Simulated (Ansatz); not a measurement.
The system is HfO2.

```
Hf O
1.0
     0.00000    2.55750    2.55750
     2.55750    0.00000    2.55750
     2.55750    2.55750    0.00000
Hf O
1 2
Direct
  0.00000 0.00000 0.00000
  0.75000 0.75000 0.75000
  0.25000 0.25000 0.25000
```

Measurements of this composition are mostly on another form, of space group No. 14.

Program: Ansatz 0.2.0. Alike in all runs: task single point; level HSE06 form with a typed share of exact exchange; potentials or basis Ansatz PAW; no spin polarisation; cell as given; k mesh 5 × 5 × 5; cutoff (eV) 420; smearing fermi-dirac 0.05 eV; the mesh is coarse, so values aren't converged.

Question: Order these runs on this cell by their band gap on the k mesh, lowest first.
A. screening (1/Å) 0.6
B. screening (1/Å) 0.2
C. screening (1/Å) 0.15
D. screening (1/Å) 0.1
E. screening (1/Å) 0.3

Answer: A (4.85 eV), E (5.43 eV), B (5.71 eV), C (5.88 eV), D (6.05 eV).

Caveats: all runs use coarse meshes; odd divisions of the mesh miss points on the zone boundary, where band edges often lie, so the gap on the mesh can be too wide; spin-orbit coupling is left out, which moves the levels of the heavy elements.

A k mesh can miss the band edges.
